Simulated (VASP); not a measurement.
Input of a VASP 6.6.1 run:

File INCAR:

```
SYSTEM = HF
PREC = Accurate
ENCUT = 520
EDIFF = 1E-6
ISMEAR = -1
SIGMA = 0.02
LREAL = Auto
LASPH = .TRUE.
NELM = 80
ALGO = Fast
ISIF = 2
LWAVE = .FALSE.
LCHARG = .FALSE.
GGA = PE
IVDW = 12
NBANDS = 56
```

The input KPOINTS:

```
regular mesh
0
G
  1 1 1
  0 0 0
```

The input POSCAR:

```
HF
1.0
    7.6174120000      0.0000000000      0.0000000000
    0.0000000000      7.6174120000      0.0000000000
    0.0000000000      0.0000000000      7.6174120000
F H
10 10
Direct
    0.7267297607      0.3833979310      0.7062766199
    0.8996756379      0.8842635793      0.0534433480
    0.5101995271      0.7791885223      0.6244903125
    0.4994215883      0.2959141504     -0.0340798161
    0.8374103961      0.7211504380      0.3064164049
    0.3766108489      0.6714616460      0.3435550027
    0.0391208983      0.1580589313      0.0867486228
    0.8711095054      0.4350821513      0.1646753517
    0.4766973350      0.7375995942      1.0088990854
    0.1891849883      0.2259822627      0.8299800510
    0.6326951988      0.3443951830      0.7851354239
    0.8812835645      0.8445256735      0.1774749744
    0.4537630366      0.7884961454      0.7406583758
    0.3829384573      0.2708794010     -0.0736076767
    0.8463110568      0.6072928706      0.2570951919
    0.4463195637      0.6921248319      0.4476979846
   -0.0263475312      0.0440569579      0.0691442185
    0.9336635592      0.3301908837      0.1463751731
    0.4380621660      0.7449249168      1.1277058403
    0.1099717332      0.1929920556      0.9253273947
```

Potentials or basis: VASP PAW PBE potentials, release 64 (F, H).

Command:

```sh
$ cat potpaw_PBE.64/F/POTCAR potpaw_PBE.64/H/POTCAR > POTCAR
$ mpirun -np 1 vasp_gam > vasp.out
```

What does it give for the dispersion energy per atom?

-0.014 eV.

What does it give for the pressure?

-0.1 GPa.

Estimate the largest force.

1.787 eV/Å.

Estimate the band gap on the k mesh.

6.27 eV, direct.

Stress tensor (GPa, compression positive):
```
-0.32  0.04 -0.11
 0.04  0.73 -0.01
-0.11 -0.01 -0.66
```

Expect the measured gap to be larger: semilocal functionals such as PBE lack the derivative discontinuity.
